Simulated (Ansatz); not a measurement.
# WC (P1) in Ansatz: convergence with smearing width

Aim: find how far smearing width must go before the results for WC settle, at r2SCAN. This setting moves, with any that are tied to it; all else stays.

Program: Ansatz 0.2.0. These are calculated values, not measurements. Logs are shortened: lines on timing, memory, paths and dates and some standing lists are left out, and cuts for length are marked.

### 1 The cell of the first run

The typed cell holds 2 atoms: a = 3.256 Å, b = 3.256 Å, c = 3.256 Å, α = 60.00°, β = 60.00°, γ = 60.00°.

The cell was built by a generator and needn't be a form met in nature.

The cell isn't the ideal one: atoms moved at random, drawn with an rms of 0.05 Å.

### 2 With smearing width 0.3 eV

The input, input.yaml:

```yaml
crystal:
  lattice:
    - [0.0, 2.3021091, 2.3021091]
    - [2.3021091, 0.0, 2.3021091]
    - [2.3021091, 2.3021091, 0.0]
  atoms:
    - { symbol: W, position: [-0.020005, -0.005394, 0.008947] }
    - { symbol: C, position: [0.747457, 0.762778, 0.747732] }
hamiltonian:
  xc: r2scan
  pseudopotentials: { kind: nc, accuracy: standard }
kpoints:
  mp_grid: { grid: [7, 7, 7] }
scf:
  occupations: { method: gaussian, width: 0.3 }
output:
  forces: true
  stress: true
  eigenvalues: true
```

Potentials or basis: PseudoDojo standard (PBE files).

Command:

```console
$ ansatz run input.yaml --threads 2 --pin off --max-ram 5632MiB --backend cpu --events-out ev --progress --plain --runs-dir out
```

Wall time 22 s (2 threads of Arm Neoverse V2, shared host); peak memory 0.54 GiB.

Results:

```yaml
Free_energy: -2260.5887 eV
Pressure: 15.6 GPa
Largest_force: 1.479 eV/Å
Band_gap_on_the_k_mesh: none (metal or under the smearing width)
```

### 3 With smearing width 0.2 eV

input.yaml, as its differences from that of step 2:

```diff
@@ -14,3 +14,3 @@
 scf:
-  occupations: { method: gaussian, width: 0.3 }
+  occupations: { method: gaussian, width: 0.2 }
 output:
```

Potentials or basis: PseudoDojo standard (PBE files).

Command:

```console
$ ansatz run input.yaml --threads 2 --pin off --max-ram 5632MiB --backend cpu --events-out ev --progress --plain --runs-dir out
```

Run time: 23 s. Hardware: 2 threads of Arm Neoverse V2, shared host; peak memory 0.54 GiB.

What came out:

- Free energy: -2260.5796 eV
- Pressure: 15.4 GPa
- Largest force: 1.486 eV/Å
- Band gap on the k mesh: none (metal or under the smearing width)

### 4 With smearing width 0.15 eV

input.yaml, as its differences from that of step 3:

```diff
@@ -14,3 +14,3 @@
 scf:
-  occupations: { method: gaussian, width: 0.2 }
+  occupations: { method: gaussian, width: 0.15 }
 output:
```

Command:

```console
$ ansatz run input.yaml --threads 2 --pin off --max-ram 5632MiB --backend cpu --events-out ev --progress --plain --runs-dir out
```

Wall time 23 s (2 threads of Arm Neoverse V2, shared host); peak memory 0.54 GiB.

What came out:

| Quantity | Value |
| --- | --- |
| Free energy | -2260.5770 eV |
| Pressure | 15.4 GPa |
| Largest force | 1.487 eV/Å |
| Band gap on the k mesh | none (metal or under the smearing width) |

### 5 With smearing width 0.1 eV

input.yaml, as its differences from that of step 4:

```diff
@@ -14,3 +14,3 @@
 scf:
-  occupations: { method: gaussian, width: 0.15 }
+  occupations: { method: gaussian, width: 0.1 }
 output:
```

Command:

```console
$ ansatz run input.yaml --threads 2 --pin off --max-ram 5632MiB --backend cpu --events-out ev --progress --plain --runs-dir out
```

Wall time 23 s (2 threads of Arm Neoverse V2, shared host); peak memory 0.54 GiB.

Results:

- Free energy: -2260.5753 eV
- Pressure: 15.4 GPa
- Largest force: 1.489 eV/Å
- Band gap on the k mesh: none (metal or under the smearing width)

### 6 With smearing width 0.05 eV

input.yaml, as its differences from that of step 5:

```diff
@@ -14,3 +14,3 @@
 scf:
-  occupations: { method: gaussian, width: 0.1 }
+  occupations: { method: gaussian, width: 0.05 }
 output:
```

Potentials or basis: PseudoDojo standard (PBE files).

Command:

```console
$ ansatz run input.yaml --threads 2 --pin off --max-ram 5632MiB --backend cpu --events-out ev --progress --plain --runs-dir out
```

Wall time 24 s (2 threads of Arm Neoverse V2, shared host); peak memory 0.54 GiB.

It converged, with:

```yaml
Free_energy: -2260.5744 eV
Pressure: 15.4 GPa
Largest_force: 1.504 eV/Å
Band_gap_on_the_k_mesh: none (metal or under the smearing width)
```

### 7 With smearing width 0.025 eV

input.yaml, as its differences from that of step 6:

```diff
@@ -14,3 +14,3 @@
 scf:
-  occupations: { method: gaussian, width: 0.05 }
+  occupations: { method: gaussian, width: 0.025 }
 output:
```

Command:

```console
$ ansatz run input.yaml --threads 2 --pin off --max-ram 5632MiB --backend cpu --events-out ev --progress --plain --runs-dir out
```

It took 24 s on 2 threads of Arm Neoverse V2, shared host; peak memory 0.54 GiB.

The run converged. Its results:

```yaml
Free_energy: -2260.5741 eV
Pressure: 15.4 GPa
Largest_force: 1.512 eV/Å
Band_gap_on_the_k_mesh: none (metal or under the smearing width)
```

### 8 With smearing width 0.01 eV

input.yaml, as its differences from that of step 7:

```diff
@@ -14,3 +14,3 @@
 scf:
-  occupations: { method: gaussian, width: 0.025 }
+  occupations: { method: gaussian, width: 0.01 }
 output:
```

Command:

```console
$ ansatz run input.yaml --threads 2 --pin off --max-ram 5632MiB --backend cpu --events-out ev --progress --plain --runs-dir out
```

Run time: 24 s. Hardware: 2 threads of Arm Neoverse V2, shared host; peak memory 0.54 GiB.

It converged, with:

```
Free energy            : -2260.5740 eV
Pressure               : 15.4 GPa
Largest force          : 1.513 eV/Å
Band gap on the k mesh : none (metal or under the smearing width)
```

### 9 With smearing width 0.005 eV

input.yaml, as its differences from that of step 8:

```diff
@@ -14,3 +14,3 @@
 scf:
-  occupations: { method: gaussian, width: 0.01 }
+  occupations: { method: gaussian, width: 0.005 }
 output:
```

Potentials or basis: PseudoDojo standard (PBE files).

Command:

```console
$ ansatz run input.yaml --threads 2 --pin off --max-ram 5632MiB --backend cpu --events-out ev --progress --plain --runs-dir out
```

The log of the run:

```text
Warning: hamiltonian.xc reads the kinetic-energy density τ on the library's norm-conserving files, and those of W, C were made for PBE. This build holds files of W, C that were made for r²SCAN, which a deck under this functional can read where it names no table (hamiltonian.pseudopotentials.accuracy or source), types no xc_functional and has no exact exchange, max_exx_coeff or level of output.embedding that keeps them out. To compare such runs, type hamiltonian.pseudopotentials: {kind: paw, frozen_core: stored} on both or, where PAW refuses one, {kind: nc, accuracy: standard}
Warning: RAYON_NUM_THREADS=2 ignored (pool sized by the plan → 2); use --threads N
Engine: ansatz 0.2.0, aarch64-unknown-linux-gnu
Pseudopotentials: kind: nc
Pseudopotential: W, nc, valence charge 14, recommended cutoff 1006.821291 eV (normal), W.nc.azcp (PseudoDojo's, or run here from an input of PseudoDojo's; its table is named by hamiltonian.pseudopotentials.accuracy)
Pseudopotential: C, nc, valence charge 4, recommended cutoff 1115.666836 eV (normal), C.nc.azcp (PseudoDojo's, or run here from an input of PseudoDojo's; its table is named by hamiltonian.pseudopotentials.accuracy)
Functional definition: r2SCAN
  parameter k0 = 0.174
  parameter k1 = 0.065
  parameter a1 = 4.9479
  exchange = r2scan_x(k0 = k0, k1 = k1, a1 = a1)
  correlation = r2scan_c
Crystal: 2 atoms, lattice volume = 24.401 Å³
Basis set: ecut = 1115.666836 eV, 2085 PW (Γ), exchange–correlation on 144×144×144 points (64 copies of the dense FFT grid, shifted against one another)
Bands: 13, of which v1, the nominal top of the filled ones, is band 9 counted from 1 (8 counted from 0)
Symmetry: 1 space group operations
Space group: P1 (ITA 1), of the structure as read, at distance tolerance 2.9e-5 Å
k-points: 172 of 343 (time reversal used)
Non-local potential: W, projectors of the file, l = 0: 2, l = 1: 2, l = 2: 2, l = 3: 2
Non-local potential: C, projectors of the file, l = 0: 2, l = 1: 2
Initial density: superposition of atomic densities (chi_scale 0.1, normalization cell, long waves kept (reshape's long-wave potential 0.00 eV rms))
Initial wavefunctions: pseudopotential atomic-orbital guess
Functional: x = r2scan, c = r2scan; τ floored in thin density (d = 2e-4 eV/Å³)
SCF iter   1: F=—  HF=-2262.055204 eV  |F-HF|=—  |Δ(HF+E_count)|=         —  Δρ=1.40e-1  dr2=6.02e0  dr2_τ=2.32e0  ethr=3.10e-3  ⟨swp⟩=6.3  Hψ=14661  notcnv=0
preconditioner: auto → none  [insulator: Δε(μ)=0.065 eV  Ē_g=10.776 eV  σ=0.005 eV  W_gap=0.53  n_scr=8 (ndim 8)  ℏωp=23.8 eV  f_vac=0.000  D(μ)=4.84/eV (n_scr^D=88)  ε∞_Penn≈5.9]
SCF iter   2: F=—  HF=-2260.853313 eV  |F-HF|=—  |Δ(HF+E_count)|=    1.20e0  Δρ=6.86e-2  dr2=1.20e0  dr2_τ=1.50e0  ethr=3.10e-3  ⟨swp⟩=5.3  Hψ=7262  notcnv=0  defer=10
SCF iter   3: F=—  HF=-2260.558137 eV  |F-HF|=—  |Δ(HF+E_count)|=   2.95e-1  Δρ=1.89e-2  dr2=3.82e-2  dr2_τ=8.87e-3  ethr=3.10e-3  ⟨swp⟩=3.7  Hψ=5375  notcnv=0  defer=12
SCF iter   4: F=—  HF=-2260.572742 eV  |F-HF|=—  |Δ(HF+E_count)|=   1.46e-2  Δρ=5.32e-3  dr2=2.74e-3  dr2_τ=2.49e-3  ethr=2.12e-4  ⟨swp⟩=3.0  Hψ=3863  notcnv=0  defer=12
SCF iter   5: F=—  HF=-2260.573956 eV  |F-HF|=—  |Δ(HF+E_count)|=   1.21e-3  Δρ=4.75e-4  dr2=2.92e-5  dr2_τ=6.99e-6  ethr=1.52e-5  ⟨swp⟩=2.2  Hψ=3672  notcnv=0  defer=12
SCF iter   6: F=—  HF=-2260.573998 eV  |F-HF|=—  |Δ(HF+E_count)|=   4.21e-5  Δρ=1.54e-4  dr2=4.44e-6  dr2_τ=1.29e-6  ethr=1.62e-7  ⟨swp⟩=2.0  Hψ=4445  notcnv=0  defer=12
SCF iter   7: F=—  HF=-2260.573997 eV  |F-HF|=—  |Δ(HF+E_count)|=   6.02e-7  Δρ=3.40e-5  dr2=2.14e-7  dr2_τ=4.68e-8  ethr=2.47e-8  ⟨swp⟩=2.5  Hψ=3432  notcnv=0  defer=12
SCF iter   8: F=-2260.573997 eV  HF=-2260.573997 eV  |F-HF|=2.81e-9  |Δ(HF+E_count)|=   3.82e-8  Δρ=7.74e-6  dr2=3.00e-9  dr2_τ=2.41e-9  ethr=5.56e-10  ⟨swp⟩=7.4  Hψ=12638  notcnv=0
SCF 1 converged in 8 iterations: F = -2260.573997 eV  dr2 = 3.00e-9
SCF converged after 8 iterations
Free energy (F): -2260.573997 eV
Harris-Foulkes:  -2260.573997 eV  (|F-HF|=2.81e-9)
Internal energy: -2260.573970 eV  (E = F + TS)
E sigma→0 (E₀):  -2260.573984 eV
Entropy (-TS):   -0.000027 eV (-0.014 meV/atom)
Fermi energy:    17.590715 eV
--- Per-component energies (eV) ---
  E_band       = -141.024451
  E_kinetic    = 670.188425
  E_local      = -1383.345688  (includes V_loc(G=0)·N_el)
  E_nonlocal   = 344.301674
  E_hartree    = 313.038622
  E_xc         = -544.867665
  E_vxc        = -419.860011  (∫ρ·V_xc dr)
  E_vtau       = 21.614177  (kinetic-family band-sum trace: ∫τ·v_τ [+ j·A + Jᵃ·Aᵃ] dr)
  E_ewald      = -1659.889338
  E_smearing   = -0.000027  (= −TS)
  E_closure    = 0.000000  (closes the sum)
  Σ components = -2260.573997   (vs F -2260.573997, Δ=0.00e0)
--- Forces (eV/Å), atoms counted from 1 ---
  atom   1  W      0.30148939     0.28201447     1.45563051
  atom   2  C     -0.30147315    -0.28198953    -1.45562384
  max |Σ_I F_I| component: 2.49e-5 eV/Å
--- Stress (GPa, compression-positive) ---
       15.983713      11.464051       2.237327
       11.464051      15.895726       2.501518
        2.237327       2.501518      14.172454
  P = ⅓ Tr σ = 15.3506 GPa (153.506 kbar)
--- Band table (eV; the first three rows and the last of 172) ---
  k-point 0: bands = ["-59.3341", "-22.6106", "-22.5720", "-22.5156", "2.4645", "11.1128", "11.2796", "11.4853", "17.5926", "17.5960", "20.4240", "25.2239", "26.0514"]
  k-point 1: bands = ["-59.3300", "-22.6743", "-22.6031", "-22.5271", "2.8859", "10.9065", "11.4723", "11.6753", "17.3555", "17.3993", "21.3077", "25.5960", "25.6360"]
  k-point 2: bands = ["-59.3209", "-22.8511", "-22.6352", "-22.5529", "3.8218", "10.7432", "11.9839", "12.0207", "17.3087", "17.5404", "21.4558", "24.8710", "25.2713"]
  k-point 171: bands = ["-59.3111", "-22.9257", "-22.7258", "-22.6255", "4.6633", "11.5217", "11.8321", "12.2638", "17.8587", "18.2460", "19.2662", "23.4963", "23.9498"]
```

Wall time 25 s (2 threads of Arm Neoverse V2, shared host); peak memory 0.54 GiB.

Results:

| Property | Result |
| --- | --- |
| Free energy | -2260.5740 eV |
| Pressure | 15.4 GPa |
| Largest force | 1.513 eV/Å |
| Band gap on the k mesh | none (metal or under the smearing width) |

### 10 The series at a glance

```
smearing width  energy less the tightest run, at zero smearing (meV/atom)  pressure (GPa)  largest force (eV/Å)  SCF cycles  CPU time (s)  peak memory (GiB)
        0.3 eV                                                       1.65           15.62                 1.479           7            44               0.54
        0.2 eV                                                       0.33           15.44                 1.486           7            45               0.54
       0.15 eV                                                       0.05           15.39                 1.487           7            45               0.54
        0.1 eV                                                      -0.01           15.37                 1.489           7            45               0.54
       0.05 eV                                                      -0.03           15.36                 1.504           7            47               0.54
      0.025 eV                                                      -0.03           15.35                 1.512           8            48               0.54
       0.01 eV                                                      -0.01           15.35                 1.513           8            48               0.54
      0.005 eV                                                       0.00           15.35                 1.513           8            49               0.54
```

Against the tightest run, the energy stays within 1 meV/atom from 0.2 eV on; the pressure stays within 0.1 GPa from 0.2 eV on; the largest force stays within 0.005 eV/Å from 0.025 eV on. Narrower smearing needs a denser k mesh, so at a fixed mesh the narrowest width isn't the most accurate. The tightest run that finished is the yardstick and may itself not be fully converged.

Caveats: the meta-GGA runs on potentials made for a GGA; the potentials were made for another functional, which shifts forces and pressure.
